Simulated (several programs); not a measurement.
**What each method gives for Si (P6_3/mmc)**

Si (P6_3/mmc) from a database of computed structures, relaxed with r2SCAN in Ansatz, was computed with several methods. It is hexagonal, P6_3/mmc (No. 194); a = 3.832 Å, c = 6.341 Å in the conventional setting, 20.16 Å³ an atom. Around Si lie 4 Si at 2.35–2.37 Å. (Simulation; spin polarisation is off.)

Space group P6_3/mmc (No. 194). a = 3.832 Å, b = 3.832 Å, c = 6.341 Å, α = 90.00°, β = 90.00°, γ = 120.00°
```json
{"atom": "Si", "site": "4f", "symmetry": "3m.", "x": "0.3333", "y": "0.6667", "z": "0.0631"}
```

Gaps and times are for a single point on this cell; volume and bulk modulus come from each method's own relaxation or energy curve at fixed shape, which is too stiff where a cell has free coordinates or axes. Times are rough, from shared hosts (Arm Neoverse V1; Arm Neoverse V2), and each method has its own mesh and cell size. A double dagger marks a value from a curve with shape and coordinates held. A star marks a curve whose lowest point is an end point. PM6 (MOPAC), PM7 (MOPAC), GFN1-xTB (tblite), GFN2-xTB (tblite) treat a cluster of cells at its zone centre, which samples few k points: where these miss a band edge, the gap comes out too large for that reason alone. Gaps from k meshes are read at a limited set of points (mesh, symmetry points, PBE's band edges), so each method's own least gap may be somewhat smaller. Force fields have no electrons; where one was fitted to this phase, its volume and modulus reflect the fit. xTB and the PM methods were fitted mostly to molecules, and can miss a solid's gap by electronvolts. Minimal bases can be far off for gaps. Times of the plane-wave ladder aren't listed, since it ran on unlike processors and cards. GLLB-SC's gap includes the derivative discontinuity. G0W0 is at finite bands, cutoff and mesh. d marks a direct gap, i an indirect one (no mark: not told apart), a dash a value that wasn't computed or didn't pass its checks.

```tsv
method	kind	gap (eV)	own volume (Å³/atom)	bulk modulus (GPa)	atoms computed	processor time
PBEsol	semilocal	–	20.03	–	4	–
Si.tersoff (LAMMPS)	force field	–	20.03	98‡	4	0.12 s
SiC_Erhart-Albe.tersoff (LAMMPS)	force field	–	20.00	99‡	4	0.12 s
Si.sw (LAMMPS)	force field	–	20.02	101‡	4	0.14 s
Si.edip (LAMMPS)	force field	–	20.02	–	4	0.15 s
non-self-consistent DFTB (CP2K)	tight binding	2.67 d	–	–	4	0.59 s
light PBE (260 eV and a coarse mesh)	light plane-wave	0.40 i	20.48‡	88‡	4	1 s
LDA	semilocal	0.32 i	19.69	–	4	–
GFN1-xTB (tblite)	tight binding	0.19	22.27*‡	90*‡	cluster	4.2 s
PBE	semilocal	0.43 i	20.44	89‡	4	–
PBE/SZV (CP2K)	small basis	2.63 i	21.34‡	88‡	4	5.7 s
GFN2-xTB (tblite)	tight binding	1.62	19.68‡	119‡	cluster	6.2 s
r2SCAN	semilocal	0.61 i	20.16	97‡	4	–
PBE/DZVP (CP2K)	small basis	0.48 i	20.41‡	89‡	4	14 s
PM7 (MOPAC)	semi-empirical	6.50	18.29*‡	184*‡	cluster	18 s
PBE/single zeta (GPAW)	small basis	1.53 d	–	–	4	26 s
PM6 (MOPAC)	semi-empirical	0.65	–	–	cluster	33 s
LC-ωPBE	hybrid	5.13 i	–	–	4	–
GLLB-SC (GPAW)	model potential	0.82	–	–	4	49 s
PBE0	hybrid	1.63 i	–	–	4	–
HSE06	hybrid	0.97 i	20.12	–	4	–
r2SCANh	hybrid	1.04 i	–	–	4	–
DDH-PBE0	hybrid	0.78 i	–	–	4	–
G0W0@LDA (140 eV screening cutoff)	many-body	0.85	–	–	4	–
G0W0@HSE06 (140 eV screening cutoff)	many-body	1.14	–	–	4	–
G0W0@r2SCAN (210 eV screening cutoff)	many-body	1.05	–	–	4	–
G0W0@PBE (220 eV screening cutoff)	many-body	0.94	–	–	4	–
```

Against HSE06 (0.97 eV) and with closed or daggered gaps left aside, the nearest gap at the points sampled is that of G0W0@PBE (220 eV screening cutoff) (-0.03 eV) and the farthest that of PM7 (MOPAC) (+5.53 eV). HSE06 is only a yardstick of convenience, and nearness to it can be luck.

Volumes against r2SCAN's: PBEsol -0.7 %, Si.tersoff (LAMMPS) -0.7 %, SiC_Erhart-Albe.tersoff (LAMMPS) -0.8 %, Si.sw (LAMMPS) -0.7 %, Si.edip (LAMMPS) -0.7 %, LDA -2.4 %, PBE +1.4 %, HSE06 -0.2 %.
